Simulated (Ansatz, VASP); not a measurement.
**Two plane-wave programs on CdSe (Cadmoselite)**

File POSCAR:

```
CdSe
1.0
    4.3000000000      0.0000000000      0.0000000000
   -2.1500000000      3.7239092363      0.0000000000
    0.0000000000      0.0000000000      7.0200000000
Cd Se
2 2
Direct
    0.6666666667      0.3333333333      0.5000000000
    0.3333333333      0.6666666667      0.0000000000
    0.6666666667      0.3333333333      0.8850000000
    0.3333333333      0.6666666667      0.3850000000
```

File INCAR.step1:

```
SYSTEM = CdSe
PREC = Accurate
ENCUT = 520
ISMEAR = -1
SIGMA = 0.05
LREAL = .False.
LASPH = .True.
NELM = 60
NBANDS = 26
GGA = PE
ALGO = Normal
EDIFF = 1E-4
LWAVE = .True.
LCHARG = .False.
```

The input INCAR.step2:

```
SYSTEM = CdSe
PREC = Accurate
ENCUT = 520
EDIFF = 1E-6
ISMEAR = -1
SIGMA = 0.05
LREAL = .False.
LASPH = .True.
NELM = 60
ALGO = Normal
ISIF = 2
LWAVE = .False.
LCHARG = .True.
METAGGA = R2SCAN
LMIXTAU = .True.
LELF = .True.
LVHAR = .True.
NBANDS = 26
ISTART = 1
```

File KPOINTS:

```
regular mesh
0
Gamma
  7 7 4
  0 0 0
```

The input input.yaml:

```yaml
crystal:
  lattice:
    - [4.3, 0.0, 0.0]
    - [-2.15, 3.7239092363, 0.0]
    - [0.0, 0.0, 7.02]
  atoms:
    - { symbol: Cd, position: [0.6666666667, 0.3333333333, 0.5] }
    - { symbol: Cd, position: [0.3333333333, 0.6666666667, 0.0] }
    - { symbol: Se, position: [0.6666666667, 0.3333333333, 0.885] }
    - { symbol: Se, position: [0.3333333333, 0.6666666667, 0.385] }
hamiltonian:
  xc: r2scan
  pseudopotentials: { kind: paw }
kpoints:
  mp_grid: { grid: [7, 7, 4] }
  band_path:
    path:
      - [[0.0, 0.0, 0.0], [0.5, 0.0, 0.0], [0.3333333333, 0.3333333333, 0.0], [0.0, 0.0, 0.0], [0.0, 0.0, 0.5], [0.5, 0.0, 0.5], [0.3333333333, 0.3333333333, 0.5], [0.0, 0.0, 0.5]]
      - [[0.5, 0.0, 0.5], [0.5, 0.0, 0.0]]
      - [[0.3333333333, 0.3333333333, 0.0], [0.3333333333, 0.3333333333, 0.5]]
    npoints: 14
scf:
  occupations: { method: fermi_dirac, width: 0.05 }
  n_extra_bands: 10
output:
  forces: true
  stress: true
  eigenvalues: true
  fatbands: false
```

Alike in both runs: functional r2SCAN; k mesh 7 × 7 × 4; occupations fermi-dirac, width 0.05 eV; no spin polarisation.

|  | VASP | Ansatz |
| --- | --- | --- |
| version | VASP 6.6.1 | Ansatz 0.2.0 |
| potentials or method | VASP PAW PBE potentials, release 64 (Cd, Se) | Ansatz PAW |
| plane-wave cutoff (eV) | 520 | 500 |
| valence electrons in the cell | 36 | 72 |
| task | single point | band structure |

|  | VASP | Ansatz | Ansatz less VASP |
| --- | --- | --- | --- |
| gap on the k mesh at the Fermi level (eV) | 1.19 | 1.20 | +0.010 |
| least direct gap on the mesh (eV) | 1.19 | 1.20 | +0.010 |
| pressure (GPa) | 1.8 | 1.6 | -0.28 |
| largest component of the traceless stress (GPa) | 1.40 | 1.37 | -0.038 |
| rms of the force components (eV/Å) | 0.165 | 0.161 | -0.0047 |

Atom by atom the forces differ by 0.005 eV/Å (rms over components). The functional is the same, so the differences come from potentials, cutoffs and numerics. The two sets of potentials don't hold the same shells in valence.

Caveats: the PAW data sets were made with another functional, which shifts forces and pressure a little (VASP); the PAW data sets come from PBE, with cores solved anew for the run's functional, which leaves a small shift of forces and pressure (Ansatz). r2SCAN opens gaps a little over a GGA but as a rule still falls short of measured ones.
